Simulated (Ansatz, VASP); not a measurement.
## Two plane-wave programs on AlFe

File INCAR:

```
SYSTEM = AlFe
PREC     = Accurate       ! precision mode
ENCUT    = 520            ! plane-wave cutoff, eV
EDIFF    = 1E-6           ! SCF threshold, eV
ISMEAR   = 0              ! smearing method
SIGMA    = 0.1            ! smearing width, eV
LREAL    = .False.        ! projectors in reciprocal space
LASPH    = .True.         ! aspherical terms in the spheres
NELM     = 150            ! most SCF steps
ALGO     = Normal         ! electronic algorithm
ISIF     = 2              ! what is computed and relaxed
LWAVE    = .False.        ! write WAVECAR
LCHARG   = .True.         ! write CHGCAR
ISPIN    = 2              ! spin polarisation
MAGMOM   = 0 0.77         ! initial moments
LORBIT   = 11             ! projections on sites
LMAXMIX  = 4              ! l up to which the mixer works
GGA      = PE             ! functional
LELF     = .True.         ! ELF
LVHAR    = .True.       
NBANDS   = 16             ! bands
```

The input KPOINTS:

```
regular mesh
0
Gamma
  14 14 14
  0 0 0
```

Contents of POSCAR:

```
AlFe
1.0
    2.8452952479      0.0000000000      0.0000000000
    0.0000000000      2.8452952479      0.0000000000
    0.0000000000      0.0000000000      2.8452952479
Al Fe
1 1
Direct
    0.0000000000      0.0000000000      0.0000000000
    0.5000000000      0.5000000000      0.5000000000
```

Input for Ansatz:

```yaml
crystal:
  lattice:
    - [2.8452952332, 0.0, 0.0]
    - [0.0, 2.8452952332, 0.0]
    - [0.0, 0.0, 2.8452952332]
  atoms:
    - { symbol: Al, position: [0.0, 0.0, 0.0] }
    - { symbol: Fe, position: [0.5, 0.5, 0.5], spin: 0.77 }
basis:
  ecutwfc: 420
kpoints:
  mp_grid: { grid: [14, 14, 14] }
hamiltonian:
  xc: pbe
scf:
  occupations: { method: gaussian, width: 0.1 }
output:
  forces: true
  stress: true
  eigenvalues: true
  populations: true
  write_density: true
  write_potential: true
  elf: true
  volumetric_format: npy
magnetization:
  spin_polarized: true
```

Alike in both runs: task single point; functional PBE; k mesh 14 × 14 × 14; occupations gaussian, width 0.1 eV; collinear spin.

|  | VASP | Ansatz |
| --- | --- | --- |
| version | VASP 6.6.1 | Ansatz 0.2.0 |
| potentials or method | VASP PAW PBE potentials, release 64 (Al, Fe) | scalar-relativistic, plane waves, PAW |
| plane-wave cutoff (eV) | 520 | 420 |
| valence electrons in the cell | 11 | 19 |

VASP gave:

| Quantity | Value |
| --- | --- |
| gap on the k mesh at the Fermi level (eV) | none |
| pressure (GPa) | 5.7 |
| net moment per atom (μB) | 0.33 |
| size of the moment on the site where the two differ most (μB) | 0.69 |

**Question.** Estimate Ansatz's values.

**Answer.** gap on the k mesh at the Fermi level (eV): none; pressure (GPa): 5.7; net moment per atom (μB): 0.33; size of the moment on the site where the two differ most (μB): 0.68.

Site moments also hang on the region over which each program counts them. A gap of «none» marks a metal or a gap that the smearing closes. The functional is the same, so the differences come from potentials, cutoffs and numerics. The two sets of potentials don't hold the same shells in valence.
